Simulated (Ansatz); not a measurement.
# Ti2Co: how settings move the results

One table from this session's results is given with a row withheld; the runs are named, their logs left out.

Computed with Ansatz 0.2.0 (DFT PBEsol, scalar-relativistic, plane waves, PAW, unless a step's input says otherwise).

4 further runs of the same task are left out: 3 for a known fault of the program, 1 set aside as unsound or not needed.

## The starting structure

The structure is cubic, space group Fd-3m (No. 227). The conventional cell has a = 6.730 Å, b = 6.730 Å, c = 6.730 Å, α = 90.00°, β = 90.00°, γ = 90.00°. Ti (site symmetry -3m) has 6 Ti at 2.38 Å as nearest neighbours. Co (site symmetry -43m) is surrounded by 12 Ti at 2.79 Å and 4 Co at 2.91 Å.

As a file:

```cif
data_structure
_symmetry_space_group_name_H-M 'Fd-3m:1'
_symmetry_Int_Tables_number 227
_cell_length_a 6.7300
_cell_length_b 6.7300
_cell_length_c 6.7300
_cell_angle_alpha 90.000
_cell_angle_beta 90.000
_cell_angle_gamma 90.000
_cell_volume 304.82
loop_
_atom_site_label
_atom_site_type_symbol
_atom_site_symmetry_multiplicity
_atom_site_Wyckoff_symbol
_atom_site_fract_x
_atom_site_fract_y
_atom_site_fract_z
_atom_site_occupancy
Ti1 Ti 16 d 0.12500 0.62500 0.12500 1
Co1 Co 8 a 0.50000 0.00000 0.50000 1
```

Source of the structure: the Crystallography Open Database. It is taken as it stands there.

## The base input

input.yaml reads:

```yaml
crystal:
  lattice:
    - [0.0, 3.365, 3.365]
    - [3.365, 0.0, 3.365]
    - [3.365, 3.365, 0.0]
  atoms:
    - { symbol: Ti, position: [0.125, 0.125, 0.125] }
    - { symbol: Ti, position: [0.625, 0.125, 0.125] }
    - { symbol: Ti, position: [0.125, 0.125, 0.625] }
    - { symbol: Ti, position: [0.125, 0.625, 0.125] }
    - { symbol: Co, position: [0.5, 0.5, 0.5], spin: 0.65 }
    - { symbol: Co, position: [0.75, 0.75, 0.75], spin: 0.65 }
basis:
  ecutwfc: 420
kpoints:
  mp_grid: { grid: [10, 10, 10] }
hamiltonian:
  xc: pbesol
scf:
  occupations: { method: gaussian, width: 0.1 }
output:
  forces: true
  stress: true
  eigenvalues: true
  populations: true
  write_density: true
  write_potential: true
  elf: true
  volumetric_format: npy
magnetization:
  spin_polarized: true
```

Its results, from an earlier run: -3346.4308 eV/atom at zero smearing, pressure 15.99 GPa, largest force 0.000 eV/Å, no gap on the mesh, site moments Co +0.54 (×2) μB, in 15 SCF cycles and 46 s.

Set-up of the first run:

input.yaml reads:

```yaml
crystal:
  lattice:
    - [0.0, 3.365, 3.365]
    - [3.365, 0.0, 3.365]
    - [3.365, 3.365, 0.0]
  atoms:
    - { symbol: Ti, position: [0.125, 0.125, 0.125] }
    - { symbol: Ti, position: [0.625, 0.125, 0.125] }
    - { symbol: Ti, position: [0.125, 0.125, 0.625] }
    - { symbol: Ti, position: [0.125, 0.625, 0.125] }
    - { symbol: Co, position: [0.5, 0.5, 0.5], spin: 0.59 }
    - { symbol: Co, position: [0.75, 0.75, 0.75], spin: 0.59 }
basis:
  ecutwfc: 150
kpoints:
  mp_grid: { grid: [10, 10, 10] }
hamiltonian:
  xc: pbesol
scf:
  occupations: { method: gaussian, width: 0.1 }
output:
  forces: true
  stress: true
  eigenvalues: true
  populations: true
magnetization:
  spin_polarized: true
```

Run with:

```console
$ ansatz run input.yaml --threads 1 --pin off --max-ram 2560MiB --backend cpu --events-out ev --progress --plain --runs-dir out
```

Steps of the session up to this table: Plane-wave cutoff set to 150 eV; Plane-wave cutoff: 200 eV; Plane-wave cutoff: 250 eV; Plane-wave cutoff set to 300 eV; Plane-wave cutoff set to 350 eV; Plane-wave cutoff: 380 eV; Plane-wave cutoff set to 460 eV; Plane-wave cutoff set to 520 eV; Plane-wave cutoff set to 600 eV; Plane-wave cutoff: 700 eV; Plane-wave cutoff set to 850 eV.

One table of the session follows, with a row left open; its other results are not shown here.

It belongs to the step «What the plane-wave cutoff changes». 

| cutoff (eV) | ΔE (meV/atom) | pressure (GPa) | cell moment (μB) |
| --- | --- | --- | --- |
| 150 | 49850 | -27.99 | 0.00 |
| 200 | 11019 | 33.94 | 0.81 |
| 250 | 2019 | 16.65 | 1.00 |
| 300 | 299 | 15.66 | 1.08 |
| 350 | 28.1 | 16.13 | 1.14 |
| 380 | 6.23 | 16.05 | 1.14 |
| 420 | 2.35 | 15.99 | 1.14 |
| 460 | 1.69 | 15.98 | 1.14 |
| 520 | 0.93 | 15.98 | 1.14 |
| 600 | 0.55 | 15.98 | 1.14 |
| 700 | ? | ? | ? |
| 850 | 0.00 | 15.98 | 1.14 |

**Question.** Estimate the row for cutoff (eV) = 700.

Worked estimate for «ΔE (meV/atom)». A straight line through the neighbours (600, 0.55) and (850, 0.00) gives 0.55 + (0.00 − 0.55) × (700 − 600) / (850 − 600) = 0.33; a parabola fitted to 3 rows on both sides gives 0.21.

As computed: ΔE (meV/atom): 0.18; pressure (GPa): 15.98; cell moment (μB): 1.14. In «ΔE (meV/atom)» the line misses by +0.15 and the parabola by +0.03.

Limits of these values: The settings are coarse, so take the values as rough. Warnings in the runs' records: cutoff below recommended, seeded moment not kept.
